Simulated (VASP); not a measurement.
## A VASP 6.6.1 single-point calculation on CaF2

INCAR

```
ENCUT = 520
PREC = Accurate
SIGMA = 0.2
NBANDS = 19
LREAL = .FALSE.
NELM = 120
EDIFF = 1E-7
LCHARG = .FALSE.
ISIF = 2
GGA = PE
LWAVE = .FALSE.
LASPH = .TRUE.
ISMEAR = -1
NSW = 0
IBRION = -1
```

KPOINTS

```
KPOINTS created by Atomic Simulation Environment
0
Gamma
8 8 8
0 0 0
```

POSCAR

```
Ca F
 1.0000000000000000
     0.0000000000000000    2.6108092543999999    2.6108092543999999
     2.6108092543999999    0.0000000000000000    2.6108092543999999
     2.6108092543999999    2.6108092543999999    0.0000000000000000
 Ca  F
   1   2
Cartesian
  0.0000000000000000  0.0000000000000000  0.0000000000000000
  1.3054046271999999  1.3054046271999999  1.3054046271999999
  3.9162138816000005  3.9162138816000005  3.9162138816000005
```

The recommended PBE PAW datasets give the neutral cell 24 valence electrons.

Command

```
mpirun -np 1 vasp_std
```

Problem. How does this run end, and what does it give?

Solution. It converged. Results: gap between bands v and c on the k mesh 8.12 eV; least direct gap on the k mesh 8.39 eV; pressure 18.7 GPa. Band v is the last that the valence electrons fill when counted band by band, and c is the next.

OSZICAR

```
N       E                     dE             d eps       ncg     rms          rms(c)
DAV:   1     0.220213633740E+03    0.22021E+03   -0.13812E+04  1102   0.131E+03
DAV:   2    -0.746024667626E+01   -0.22767E+03   -0.22169E+03  1285   0.359E+02
DAV:   3    -0.179763972238E+02   -0.10516E+02   -0.10471E+02  1240   0.821E+01
DAV:   4    -0.183190083392E+02   -0.34261E+00   -0.34196E+00  1707   0.120E+01
DAV:   5    -0.183211169744E+02   -0.21086E-02   -0.21082E-02  1213   0.107E+00    0.800E+00
DAV:   6    -0.169915920168E+02    0.13295E+01   -0.50646E+00  1174   0.164E+01    0.283E+00
DAV:   7    -0.169873013894E+02    0.42906E-02   -0.13007E-01  1277   0.353E+00    0.167E+00
DAV:   8    -0.170043128285E+02   -0.17011E-01   -0.39135E-02  1203   0.215E+00    0.229E-01
DAV:   9    -0.170057226929E+02   -0.14099E-02   -0.68671E-03  1278   0.723E-01    0.123E-01
DAV:  10    -0.170063462491E+02   -0.62356E-03   -0.11734E-03  1159   0.279E-01    0.202E-02
DAV:  11    -0.170064193669E+02   -0.73118E-04   -0.12589E-04  1231   0.822E-02    0.822E-03
DAV:  12    -0.170064218444E+02   -0.24775E-05   -0.64924E-06  1511   0.287E-02    0.231E-03
DAV:  13    -0.170064222027E+02   -0.35829E-06   -0.16507E-06  1228   0.101E-02    0.167E-03
DAV:  14    -0.170064222015E+02    0.12278E-08   -0.20929E-07  1178   0.329E-03
   1 F= -.17006422E+02 E0= -.17006422E+02  d E =-.232148E-08
```

For comparison, a separate PBE run of the intended cell, on usual settings and not on those above, gives a gap of 8.12 eV on its mesh and a pressure of 18.7 GPa.
